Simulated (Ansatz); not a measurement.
Crystal: PbS.

```xyz
2
Lattice="4.0897 0.0000 0.0000 -2.0448 3.5418 0.0000 0.0000 0.0000 3.7882" Properties=species:S:1:pos:R:3 pbc="T T T"
Pb    0.0000    0.0000    0.0000
S     2.0448    1.1806    1.8941
```

Measurements of this composition are mostly on another form, of space group No. 225.

Base run:

| Quantity | Value |
| --- | --- |
| Program | Ansatz 0.2.0 |
| Functional | PBE0 |
| Potentials or basis | all-electron PAW datasets made for the crystal |
| Cutoff | 290 eV (chosen from the basis error) |
| k mesh | 6 × 6 × 6 |
| Occupations | fermi-dirac, width 0.05 eV |
| Spin | no spin polarisation |

Its results: band gap on the k mesh 0.47 eV, indirect (least direct gap 1.90 eV); pressure -1.1 GPa.

Task: The run is repeated on the same cell with these changes: functional from PBE0 to HSE06. What comes out?

Result: Band gap on the k mesh none (metal or under the smearing width); pressure -1.3 GPa.

Caveats: spin-orbit coupling is left out, which as a rule narrows the gap of such compounds by several tenths of an eV (some runs); the k mesh is thin for a metal, which can move the energy by tens of meV per atom (some runs); the program warned that the printed levels may be off, so bands, gaps and densities of states are rough (some runs).

A k mesh can miss the band edges.
